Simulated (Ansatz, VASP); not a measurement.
## BiTe in VASP and in Ansatz

File INCAR:

```
PREC     = Accurate       # precision mode
ENCUT    = 520            # plane-wave cutoff, eV
EDIFF    = 1E-7           # SCF threshold, eV
ISMEAR   = -1             # smearing method
SIGMA    = 0.05           # smearing width, eV
LREAL    = False          # projectors in reciprocal space
LASPH    = True           # aspherical terms in the spheres
NELM     = 80             # most SCF steps
ALGO     = Normal         # electronic algorithm
ISIF     = 2              # what is computed and relaxed
LWAVE    = False          # write WAVECAR
LCHARG   = True           # write CHGCAR
GGA      = PS             # functional
LELF     = True           # ELF
LVHAR    = True         
NBANDS   = 18             # bands
```

Contents of KPOINTS:

```
regular mesh
0
Gamma
  7 7 7
```

The input POSCAR:

```
BiTe
1.0
    2.4387526627      1.4080145063      3.3392614156
   -2.4387526627      1.4080145063      3.3392614156
    0.0000000000     -2.8160290126      3.3392614156
Bi Te
1 1
Direct
    0.5000000000      0.5000000000      0.5000000000
    0.0000000000      0.0000000000      0.0000000000
```

input.yaml

```yaml
crystal:
  lattice:
    - [2.4387526627, 1.4080145063, 3.3392614156]
    - [-2.4387526627, 1.4080145063, 3.3392614156]
    - [0.0, -2.8160290126, 3.3392614156]
  atoms:
    - { symbol: Bi, position: [0.5, 0.5, 0.5] }
    - { symbol: Te, position: [0.0, 0.0, 0.0] }
kpoints:
  mp_grid: { grid: [7, 7, 7] }
scf:
  occupations: { method: fermi_dirac, width: 0.05 }
hamiltonian:
  xc: pbesol
  pseudopotentials: { kind: all_electron, lapw: { basis_error: 0.0005 } }
output:
  forces: true
  stress: true
  eigenvalues: true
```

Change from the starting cell: volume scaled by 1.02.

Alike in both runs: task single point; functional PBEsol; k mesh 7 × 7 × 7; occupations fermi-dirac, width 0.05 eV; no spin polarisation.

```csv
,VASP,Ansatz
version,VASP 6.6.1,Ansatz 0.2.0
potentials or method,"VASP PAW PBE potentials, release 64 (Bi_d, Te)","all-electron LAPW, scalar-relativistic"
plane-wave cutoff (eV),520,see its input
```

VASP gave:

* gap on the k mesh at the Fermi level (eV): none
* pressure (GPa): -3.2
* largest component of the traceless stress (GPa): 0.28

**Question.** Estimate Ansatz's values.

**Answer.** gap on the k mesh at the Fermi level (eV): none; pressure (GPa): -3.1; largest component of the traceless stress (GPa): 0.28.

A gap of «none» marks a metal or a gap that the smearing closes. Ansatz ran all-electron here, so the differences hold the error of VASP's frozen core and of both bases.

Caveats: spin-orbit coupling is left out, which moves the levels of the heavy elements; the PAW data sets were made with another functional, which shifts forces and pressure a little (VASP).
